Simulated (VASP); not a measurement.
# BeS: the band gap, functional by functional

Aim: the gap of BeS on one structure at many levels of theory. The starting structure is a computed structure from the Materials Project. Cell and atoms stay as given. Meshes and data sets differ where the inputs say so.

Calculated with VASP 6.6.1; Kohn-Sham DFT with plane waves and PAW; LDA, PBE, r2SCAN, TB-mBJ, HSE06, PBE0 and r2SCAN-EpsX.

## 1. The starting structure

Symmetry: F-43m, No. 216, cubic system. Conventional cell: a = 4.870 Å, b = 4.870 Å, c = 4.870 Å, α = 90.00°, β = 90.00°, γ = 90.00°. Nearest to S lie 4 Be at 2.11 Å. Be has 4 S at 2.11 Å nearest. Farther neighbours and most contacts between anions are not listed.

Coordinates:

```xyz
2
Lattice="0.0000 2.4352 2.4352 2.4352 0.0000 2.4352 2.4352 2.4352 0.0000" Properties=species:S:1:pos:R:3 pbc="T T T"
S     1.2176    1.2176    1.2176
Be    0.0000    0.0000    0.0000
```

## 2. Bands with LDA

LDA, the lowest rung, knows the local density alone.

INCAR reads:

```
SYSTEM = BeS
PREC = Accurate
ENCUT = 350
EDIFF = 1E-06
NELM = 100
ISMEAR = 0
SIGMA = 0.03
LREAL = .FALSE.
ALGO = Normal
GGA = CA
NBANDS = 16
LORBIT = 11
LWAVE = .FALSE.
LCHARG = .FALSE.
KPAR = 4
LASPH = .TRUE.
```

POSCAR reads:

```
BeS
1.0
    0.0000000000      2.4351516489      2.4351516489
    2.4351516489      0.0000000000      2.4351516489
    2.4351516489      2.4351516489      0.0000000000
S Be
1 1
Direct
    0.2500000000      0.2500000000      0.2500000000
    0.0000000000      0.0000000000      0.0000000000
```

KPOINTS reads:

```
Automatic mesh
0
Gamma
8 8 8
0 0 0
```

KPOINTS_OPT reads:

```
Line mode
10
Line-mode
Reciprocal
  0.00000000   0.00000000   0.00000000 GAMMA
  0.50000000   0.00000000   0.50000000 X

  0.50000000   0.00000000   0.50000000 X
  0.50000000   0.25000000   0.75000000 W

  0.50000000   0.25000000   0.75000000 W
  0.37500000   0.37500000   0.75000000 K

  0.37500000   0.37500000   0.75000000 K
  0.00000000   0.00000000   0.00000000 GAMMA

  0.00000000   0.00000000   0.00000000 GAMMA
  0.50000000   0.50000000   0.50000000 L

  0.50000000   0.50000000   0.50000000 L
  0.62500000   0.25000000   0.62500000 U

  0.62500000   0.25000000   0.62500000 U
  0.50000000   0.25000000   0.75000000 W

  0.50000000   0.25000000   0.75000000 W
  0.50000000   0.50000000   0.50000000 L

  0.50000000   0.50000000   0.50000000 L
  0.37500000   0.37500000   0.75000000 K

  0.62500000   0.25000000   0.62500000 U
  0.50000000   0.00000000   0.50000000 X
```

The projector-augmented-wave data sets are S and Be (LDA family, release 64).

On the command line:

```sh
mpirun -np 4 vasp_std
```

What it wrote:

```text
[banner, memory and clock lines left out]
running    4 mpi-ranks, on    1 nodes
 distrk:  each k-point on    1 cores,    4 groups
 distr:  one band on    1 cores,    1 groups

 POSCAR found type information on POSCAR S Be
 POSCAR found :  2 types and       2 ions
 LDA part: xc-table for (Slater(with rela. corr.)+CA(PZ))
 , standard interpolation
 POSCAR, INCAR and KPOINTS ok, starting setup
 FFT: planning ... GRIDC
 FFT: planning ... GRID_SOFT
 FFT: planning ... GRID
 WAVECAR not read
 entering main loop
       N       E                     dE             d eps       ncg     rms          rms(c)
DAV:   1     0.113584252302E+02    0.11358E+02   -0.28977E+03   944   0.316E+02
DAV:   2    -0.107436629366E+02   -0.22102E+02   -0.21403E+02  1272   0.782E+01
DAV:   3    -0.113536220952E+02   -0.60996E+00   -0.60961E+00  1080   0.120E+01
DAV:   4    -0.113556713494E+02   -0.20493E-02   -0.20492E-02  1240   0.786E-01
DAV:   5    -0.113556832865E+02   -0.11937E-04   -0.11937E-04  1096   0.541E-02    0.559E+00
DAV:   6    -0.111868795257E+02    0.16880E+00   -0.97101E-02  1192   0.112E+00    0.371E+00
DAV:   7    -0.111233114010E+02    0.63568E-01   -0.10466E-01  1176   0.121E+00    0.796E-01
DAV:   8    -0.111229885848E+02    0.32282E-03   -0.62900E-03  1064   0.325E-01    0.202E-01
DAV:   9    -0.111229732520E+02    0.15333E-04   -0.33519E-04  1152   0.863E-02    0.137E-01
DAV:  10    -0.111229638073E+02    0.94446E-05   -0.19905E-05  1144   0.153E-02    0.464E-02
DAV:  11    -0.111229655156E+02   -0.17082E-05   -0.15810E-06  1032   0.574E-03    0.642E-03
DAV:  12    -0.111229654819E+02    0.33689E-07   -0.86457E-08   552   0.135E-03
   1 F= -.11122965E+02 E0= -.11122965E+02  d E =-.156074E-21
 Start KPOINTS_OPT (optional k-point list driver)
k-point batch [1-29\100]
       N       E                     dE             ncg
DAV:   1     0.343711571965E+03   -0.68977E+04      936
DAV:   2    -0.289298707009E+03   -0.63301E+03     1248
DAV:   3    -0.308555983838E+03   -0.19257E+02     1144
DAV:   4    -0.308621016672E+03   -0.65033E-01     1192
DAV:   5    -0.308621358850E+03   -0.34218E-03     1160
DAV:   6    -0.308621361250E+03   -0.24001E-05     1192
DAV:   7    -0.308621361269E+03   -0.19706E-07      928
[...]
k-point batch [88-100\100]
       N       E                     dE             ncg
DAV:   1     0.412172841464E+04   -0.35214E+04      416
DAV:   2     0.384602935400E+04   -0.27570E+03      576
DAV:   3     0.383847263760E+04   -0.75567E+01      520
DAV:   4     0.383844433966E+04   -0.28298E-01      552
DAV:   5     0.383844416544E+04   -0.17423E-03      528
DAV:   6     0.383844416404E+04   -0.13924E-05      528
DAV:   7     0.383844416403E+04   -0.11568E-07      432
```

Run time: 5 s. Hardware: 4 MPI ranks of Intel Xeon 6975P-C (Granite Rapids), shared host; peak memory 0.47 GiB; 14 s of CPU time.

The logs omit lines about the potential files and the build; timing stands in the text.

OUTCAR, selected parts (step 2):

```text
ion  position               nearest neighbor table
   1  0.250  0.250  0.250-   2 2.11   2 2.11   2 2.11   2 2.11
   2  0.000  0.000  0.000-   1 2.11   1 2.11   1 2.11   1 2.11

  LATTYP: Found a face centered cubic cell.
 ALAT       =     4.8703032978

 Subroutine GETGRP returns: Found 24 space group operations
 (whereof 24 operations were pure point group operations)

The static configuration has the point symmetry T_d .

 Found     29 irreducible k-points:

   k-points           NKPTS =     29   k-points in BZ     NKDIM =     29   number of bands    NBANDS=     16

   dimension x,y,z NGX =    24 NGY =   24 NGZ =   24
   dimension x,y,z NGXF=    48 NGYF=   48 NGZF=   48

   ENCUT  =  350.0 eV  25.72 Ry    5.07 a.u.   5.25  5.25  5.25*2*pi/ulx,y,z

   NELECT =       8.0000    total number of electrons

 k-points in reciprocal lattice and weights: Automatic mesh
   0.00000000  0.00000000  0.00000000       0.002
   0.12500000  0.00000000  0.00000000       0.016
   0.25000000  0.00000000  0.00000000       0.016
   0.37500000  0.00000000  0.00000000       0.016
   0.50000000  0.00000000  0.00000000       0.008
   0.12500000  0.12500000  0.00000000       0.012
   0.25000000  0.12500000  0.00000000       0.047
   0.37500000  0.12500000  0.00000000       0.047
   0.50000000  0.12500000  0.00000000       0.047
[...]
-0.37500000  0.50000000  0.12500000       0.023
  -0.25000000  0.50000000  0.25000000       0.012

 average (electrostatic) potential at core
       1 -86.8655       2 -31.9227

 E-fermi :   4.0932

 k-point     1 :       0.0000    0.0000    0.0000
  band No.  band energies     occupation
      1      -9.6720      2.00000
      2       3.9011      2.00000
      3       3.9011      2.00000
      4       3.9011      2.00000
      5       9.4514      0.00000
      6       9.4514      0.00000
      7       9.4514      0.00000
      8       9.4708      0.00000
      9      16.6942      0.00000
    ...

 k-point     2 :       0.1250    0.0000    0.0000
  band No.  band energies     occupation
      1      -9.4964      2.00000
      2       2.6954      2.00000
      3       3.7021      2.00000
      4       3.7021      2.00000
      5       9.3096      0.00000
      6       9.8036      0.00000
      7       9.8036      0.00000
      8      10.8307      0.00000
      9      15.9620      0.00000
    ...

 k-point     3 :       0.2500    0.0000    0.0000
  band No.  band energies     occupation
      1      -9.0122      2.00000
      2       0.6008      2.00000
      3       3.3063      2.00000
      4       3.3063      2.00000
      5       9.2726      0.00000
      6      10.3442      0.00000
      7      10.3442      0.00000
      8      12.9012      0.00000
      9      15.6974      0.00000
    ...

  Total       -0.7635580     -0.7635580     -0.7635580      0.0000000      0.0000000      0.0000000
  in kB      -42.3588896    -42.3588896    -42.3588896      0.0000000      0.0000000      0.0000000
  external PRESSURE =     -42.3588896 kB  Pullay stress =       0.0000000 kB

  energy-cutoff  :      350.00
  volume of cell :       28.88
      direct lattice vectors                 reciprocal lattice vectors
     0.000000000  2.435151649  2.435151649    -0.205326022  0.205326022  0.205326022
     2.435151649  0.000000000  2.435151649     0.205326022 -0.205326022  0.205326022
     2.435151649  2.435151649  0.000000000     0.205326022  0.205326022 -0.205326022

 POSITION                                       TOTAL-FORCE (eV/Angst)
 -----------------------------------------------------------------------------------
      1.21758      1.21758      1.21758        -0.000000     -0.000000     -0.000000
      0.00000      0.00000      0.00000         0.000000      0.000000      0.000000
 -----------------------------------------------------------------------------------
    total drift:                                0.000000      0.000000      0.000000

  FREE ENERGIE OF THE ION-ELECTRON SYSTEM (eV)
  ---------------------------------------------------
  free  energy   TOTEN  =       -11.1229654819 eV

  energy  without entropy=      -11.1229654819  energy(sigma->0) =      -11.12296548

 total charge
# of ion       s       p       d       tot
------------------------------------------
    1        1.304   2.510   0.000   3.813
    2        0.382   0.650   0.000   1.031
--------------------------------------------------
tot          1.685   3.159   0.000   4.845

[... 3 further parts left out ...]
```

At this level the cell is under a tension of 4.2 GPa, so at these settings it is away from equilibrium.

LDA gives a least gap of 2.930 eV, and a least direct gap of 5.459 eV.

## 3. Bands with PBE

PBE, the usual starting point, adds the gradient of the density.

INCAR, as its differences from that of step 2:

```diff
@@ -9,3 +9,3 @@
 ALGO = Normal
-GGA = CA
+GGA = PE
 NBANDS = 16
```

POSCAR is that of step 2.

KPOINTS is that of step 2.

KPOINTS_OPT is that of step 2.

The projector-augmented-wave data sets are S and Be (PBE family, release 64).

On the command line:

```sh
mpirun -np 4 vasp_std
```

What it wrote:

```text
[banner, memory and clock lines left out]
running    4 mpi-ranks, on    1 nodes
[...]
LDA part: xc-table for (Slater+PW92), standard interpolation
 POSCAR, INCAR and KPOINTS ok, starting setup
[...]
entering main loop
       N       E                     dE             d eps       ncg     rms          rms(c)
DAV:   1     0.132533236429E+02    0.13253E+02   -0.28767E+03   944   0.313E+02
DAV:   2    -0.951708141343E+01   -0.22770E+02   -0.22040E+02  1280   0.809E+01
DAV:   3    -0.101770583242E+02   -0.65998E+00   -0.65953E+00  1112   0.127E+01
DAV:   4    -0.101794555096E+02   -0.23972E-02   -0.23971E-02  1224   0.902E-01
[...]
DAV:  10    -0.100107466265E+02   -0.21463E-04   -0.40002E-05  1160   0.242E-02    0.124E-02
DAV:  11    -0.100107586265E+02   -0.12000E-04   -0.19233E-05  1064   0.182E-02    0.100E-02
DAV:  12    -0.100107589224E+02   -0.29589E-06   -0.28539E-07  1184   0.278E-03
   1 F= -.10010759E+02 E0= -.10010759E+02  d E =-.141385E-34
 Start KPOINTS_OPT (optional k-point list driver)
k-point batch [1-29\100]
       N       E                     dE             ncg
DAV:   1     0.401364261177E+03   -0.68401E+04      936
DAV:   2    -0.252054075851E+03   -0.65342E+03     1256
DAV:   3    -0.272568694042E+03   -0.20515E+02     1176
DAV:   4    -0.272645881665E+03   -0.77188E-01     1200
DAV:   5    -0.272646347675E+03   -0.46601E-03     1160
DAV:   6    -0.272646351461E+03   -0.37860E-05     1232
DAV:   7    -0.272646351496E+03   -0.35189E-07      984
[...]
k-point batch [88-100\100]
       N       E                     dE             ncg
DAV:   1     0.414685989891E+04   -0.34962E+04      416
DAV:   2     0.386276704305E+04   -0.28409E+03      576
DAV:   3     0.385469673552E+04   -0.80703E+01      512
DAV:   4     0.385466369381E+04   -0.33042E-01      544
DAV:   5     0.385466347278E+04   -0.22102E-03      528
DAV:   6     0.385466347086E+04   -0.19235E-05      536
DAV:   7     0.385466347084E+04   -0.18457E-07      488
```

The job ended after 4.8 s (4 MPI ranks; peak memory 0.49 GiB; 13 s of CPU time).

From OUTCAR (step 3):

```text
  Total        0.0693321      0.0693321      0.0693321      0.0000000      0.0000000      0.0000000
  in kB        3.8462432      3.8462432      3.8462432      0.0000000      0.0000000      0.0000000
  external PRESSURE =       3.8462432 kB  Pullay stress =       0.0000000 kB

  FREE ENERGIE OF THE ION-ELECTRON SYSTEM (eV)
  ---------------------------------------------------
  free  energy   TOTEN  =       -10.0107589224 eV

  energy  without entropy=      -10.0107589224  energy(sigma->0) =      -10.01075892

[... 3 parts as in an earlier step ...]

[... 1 further part left out ...]
[key lines of the parts left out:]
E-fermi :   4.3002
```

PBE gives a least gap of 3.138 eV, and a least direct gap of 5.632 eV. The least gap is +0.208 eV from that of LDA.

## 4. Bands with r2SCAN

r2SCAN adds the kinetic-energy density, costs more than a GGA and is run with LASPH.

INCAR, as its differences from that of step 3:

```diff
@@ -9,3 +9,4 @@
 ALGO = Normal
-GGA = PE
+METAGGA = R2SCAN
+LASPH = .TRUE.
 NBANDS = 16
@@ -15,2 +16 @@
 KPAR = 4
-LASPH = .TRUE.
```

POSCAR is that of step 3.

KPOINTS is that of step 3.

KPOINTS_OPT is that of step 3.

On the command line:

```sh
mpirun -np 4 vasp_std
```

What it wrote:

```text
[banner, memory and clock lines left out]
running    4 mpi-ranks, on    1 nodes
[...]
|                                                                             |
|               ----> ADVICE to this user running VASP <----                  |
|                                                                             |
|     You enforced a specific xc type in the INCAR file but a different       |
|     [... a line on the potential file left out ...]
|     I HOPE YOU KNOW WHAT YOU ARE DOING!                                     |
|                                                                             |

 LDA part: xc-table for (None), standard interpolation
 POSCAR, INCAR and KPOINTS ok, starting setup
[...]
entering main loop
       N       E                     dE             d eps       ncg     rms          rms(c)
DAV:   1     0.785351759691E+01    0.78535E+01   -0.29722E+03   944   0.322E+02
DAV:   2    -0.156447898058E+02   -0.23498E+02   -0.22745E+02  1272   0.833E+01
[...]
DAV:  10    -0.147842300068E+02   -0.76228E-04   -0.86761E-05  1040   0.561E-02    0.652E-02
DAV:  11    -0.147842317454E+02   -0.17386E-05   -0.39944E-06  1264   0.737E-03    0.265E-02
DAV:  12    -0.147842326354E+02   -0.89001E-06   -0.16508E-07   688   0.220E-03
   1 F= -.14784233E+02 E0= -.14784233E+02  d E =-.254072E-31
 Start KPOINTS_OPT (optional k-point list driver)
k-point batch [1-29\100]
       N       E                     dE             ncg
DAV:   1     0.335602557879E+03   -0.69058E+04      936
DAV:   2    -0.345156931182E+03   -0.68076E+03     1264
DAV:   3    -0.365864909621E+03   -0.20708E+02     1152
DAV:   4    -0.365941639496E+03   -0.76730E-01     1232
DAV:   5    -0.365942108020E+03   -0.46852E-03     1136
DAV:   6    -0.365942111815E+03   -0.37941E-05     1240
DAV:   7    -0.365942111849E+03   -0.34345E-07      944
[...]
k-point batch [88-100\100]
       N       E                     dE             ncg
DAV:   1     0.411577329917E+04   -0.35273E+04      416
DAV:   2     0.382000187274E+04   -0.29577E+03      568
DAV:   3     0.381186141802E+04   -0.81405E+01      528
DAV:   4     0.381182749526E+04   -0.33923E-01      536
DAV:   5     0.381182725980E+04   -0.23546E-03      544
DAV:   6     0.381182725770E+04   -0.21011E-05      528
DAV:   7     0.381182725768E+04   -0.20247E-07      496
```

The job ended after 14 s (4 MPI ranks; peak memory 0.51 GiB).

From OUTCAR (step 4):

```text
  Total        0.0329738      0.0329738      0.0329738      0.0000000      0.0000000     -0.0000000
  in kB        1.8292463      1.8292463      1.8292463      0.0000000      0.0000000     -0.0000000
  external PRESSURE =       1.8292463 kB  Pullay stress =       0.0000000 kB

 POSITION                                       TOTAL-FORCE (eV/Angst)
 -----------------------------------------------------------------------------------
      1.21758      1.21758      1.21758        -0.000000     -0.000000     -0.000000
      0.00000      0.00000      0.00000         0.000000      0.000000      0.000000
 -----------------------------------------------------------------------------------
    total drift:                               -0.000000     -0.000000     -0.000000

  FREE ENERGIE OF THE ION-ELECTRON SYSTEM (eV)
  ---------------------------------------------------
  free  energy   TOTEN  =       -14.7842326354 eV

  energy  without entropy=      -14.7842326354  energy(sigma->0) =      -14.78423264

[... 2 parts as in an earlier step ...]

[... 1 further part left out ...]
[key lines of the parts left out:]
E-fermi :   4.0779
```

r2SCAN gives a least gap of 3.601 eV, and a least direct gap of 6.259 eV. The least gap is +0.670 eV from that of LDA.

## 5. Bands with TB-mBJ

TB-mBJ is a local potential fitted to gaps: it costs far less than a hybrid but gives no energy. Its energies, forces and stress mean nothing.

INCAR, as its differences from that of step 4:

```diff
@@ -4,3 +4,3 @@
 EDIFF = 1E-06
-NELM = 100
+NELM = 150
 ISMEAR = 0
@@ -9,3 +9,3 @@
 ALGO = Normal
-METAGGA = R2SCAN
+METAGGA = MBJ
 LASPH = .TRUE.
```

POSCAR is that of step 4.

KPOINTS is that of step 4.

KPOINTS_OPT is that of step 4.

On the command line:

```sh
mpirun -np 4 vasp_std
```

What it wrote:

```text
[banner, memory and clock lines left out]
running    4 mpi-ranks, on    1 nodes
[...]
[... a notice as in an earlier step ...]

 LDA part: xc-table for (None), standard interpolation
 POSCAR, INCAR and KPOINTS ok, starting setup
[...]
entering main loop
       N       E                     dE             d eps       ncg     rms          rms(c)
DAV:   1     0.524906120601E+02    0.52491E+02   -0.29277E+03   944   0.319E+02
DAV:   2     0.298795468075E+02   -0.22611E+02   -0.21898E+02  1280   0.805E+01
DAV:   3     0.292663048367E+02   -0.61324E+00   -0.61289E+00  1112   0.121E+01
DAV:   4     0.292648563208E+02   -0.14485E-02   -0.14485E-02  1248   0.696E-01
[...]
DAV:  35     0.313449646668E+02    0.20672E-04   -0.10666E-10   464   0.478E-05    0.136E-04
DAV:  36     0.313449695519E+02    0.48851E-05   -0.17811E-10   464   0.673E-05    0.222E-05
DAV:  37     0.313449704839E+02    0.93197E-06   -0.22414E-11   464   0.263E-05
   1 F= 0.31344970E+02 E0= 0.31344970E+02  d E =-.501557E-18
 Start KPOINTS_OPT (optional k-point list driver)
k-point batch [1-29\100]
       N       E                     dE             ncg
DAV:   1     0.369114152741E+03   -0.68723E+04      936
DAV:   2    -0.298786433399E+03   -0.66790E+03     1232
DAV:   3    -0.317067872756E+03   -0.18281E+02     1192
DAV:   4    -0.317110165161E+03   -0.42292E-01     1184
DAV:   5    -0.317110312958E+03   -0.14780E-03     1200
DAV:   6    -0.317110313711E+03   -0.75233E-06     1168
[...]
k-point batch [88-100\100]
       N       E                     dE             ncg
DAV:   1     0.413226211179E+04   -0.35108E+04      416
DAV:   2     0.384308782842E+04   -0.28917E+03      576
DAV:   3     0.383600674530E+04   -0.70811E+01      512
DAV:   4     0.383599008507E+04   -0.16660E-01      536
DAV:   5     0.383599002333E+04   -0.61731E-04      528
DAV:   6     0.383599002300E+04   -0.33246E-06      504
```

Wall time 12 s (4 MPI ranks); peak memory 0.52 GiB.

Parts of OUTCAR (step 5):

```text
  Total       -3.5371243     -3.5371243     -3.5371243     -0.0000000     -0.0000000     -0.0000000
  in kB     -196.2243395   -196.2243395   -196.2243395     -0.0000000     -0.0000000     -0.0000000
  external PRESSURE =    -196.2243395 kB  Pullay stress =       0.0000000 kB

 POSITION                                       TOTAL-FORCE (eV/Angst)
 -----------------------------------------------------------------------------------
      1.21758      1.21758      1.21758        -0.000000     -0.000000      0.000000
      0.00000      0.00000      0.00000         0.000000      0.000000     -0.000000
 -----------------------------------------------------------------------------------
    total drift:                                0.000000      0.000000      0.000000

  FREE ENERGIE OF THE ION-ELECTRON SYSTEM (eV)
  ---------------------------------------------------
  free  energy   TOTEN  =        31.3449704839 eV

  energy  without entropy=       31.3449704839  energy(sigma->0) =       31.34497048

[... 2 parts as in an earlier step ...]

[... 1 further part left out ...]
[key lines of the parts left out:]
E-fermi :   3.8484
```

TB-mBJ gives a least gap of 4.358 eV, and a least direct gap of 6.753 eV. The least gap is +1.427 eV from that of LDA.

[end of part 1 of 2]

[Lines on the potential files, build, host, timing and source positions are cut from VASP's logs without a mark.]

[Logs are printed without paths, hosts, clocks, repeated set-up lines and the standing remarks that a program may print on its own settings, such as how far it seeks lower states.]

[Hosts, paths, dates, database ids (printed as entryN), source tags and the programs' standing remarks are cut or masked in the printed files.]
